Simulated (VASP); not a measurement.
The system is SrCl2.

```
CELL_PARAMETERS angstrom
0.00000 3.48835 3.48835
3.48835 0.00000 3.48835
3.48835 3.48835 0.00000
ATOMIC_POSITIONS crystal
Sr 0.00000 0.00000 0.00000
Cl 0.25000 0.25000 0.25000
Cl 0.75000 0.75000 0.75000
```

```yaml
Program: VASP 6.6.1
Task: relaxation of cell and atoms
Functional: PBEsol
Potentials_or_basis: VASP PAW PBE potentials, release 64 (Sr_sv, Cl)
Cutoff: 600 eV
k_mesh: 8 × 8 × 8
Occupations: gaussian, width 0.03 eV
Spin: no spin polarisation
```

At the start: pressure -0.9 GPa; volume 28.30 Å³/atom.

**Question.** Where does the relaxation end?

**Answer.** Over 3 steps the energy falls by 2.0 meV/atom and the volume is 27.60 Å³/atom (-2.5 %); space group Fm-3m (No. 225, to 0.05 Å).

The path:
```
step  energy change (eV)  largest force (eV/Å)  pressure (GPa)  volume (Å³)
   1              0.0000                0.0000           -0.90        84.90
   2             -0.0060                0.0000           -0.07        82.95
   3             -0.0060                0.0000            0.00        82.80
```

Final structure:
```
Sr Cl
1.0
     0.00000    3.45933    3.45933
     3.45933    0.00000    3.45933
     3.45933    3.45933    0.00000
Sr Cl
1 2
Direct
  0.00000 0.00000 0.00000
  0.25000 0.25000 0.25000
  0.75000 0.75000 0.75000
```

Caveat: the PAW data sets were made with another functional, which shifts forces and pressure a little.
